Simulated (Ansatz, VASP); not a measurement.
## One calculation of ZnO, two programs

```
Zn O
1.0
     3.23534    0.00000    0.00000
    -1.61767    2.80189    0.00000
     0.00000    0.00000    5.02961
Zn O
2 2
Direct
  0.33333 0.66667 0.99252
  0.66667 0.33333 0.49252
  0.33333 0.66667 0.38248
  0.66667 0.33333 0.88248
```

Change from the starting cell: uniaxial_z strain -3.5%.

Alike in both runs: task single point; functional PBE; k mesh 12 × 12 × 6; occupations fermi-dirac, width 0.02 eV; no spin polarisation.

```csv
,VASP,Ansatz
version,VASP 6.6.1,Ansatz 0.2.0
potentials or method,"VASP PAW PBE potentials, release 64 (Zn, O)","plane waves, PAW"
plane-wave cutoff (eV),520,420
valence electrons in the cell,36,36
```

```csv
,VASP,Ansatz,Ansatz less VASP
gap on the k mesh at the Fermi level (eV),0.88,0.90,+0.013
pressure (GPa),13.1,11.8,-1.33
largest component of the traceless stress (GPa),2.03,2.06,+0.025
rms of the force components (eV/Å),0.011,0.007,-0.0036
```

Atom by atom the forces differ by 0.004 eV/Å (rms over components). The functional is the same, so the differences come from potentials, cutoffs and numerics.
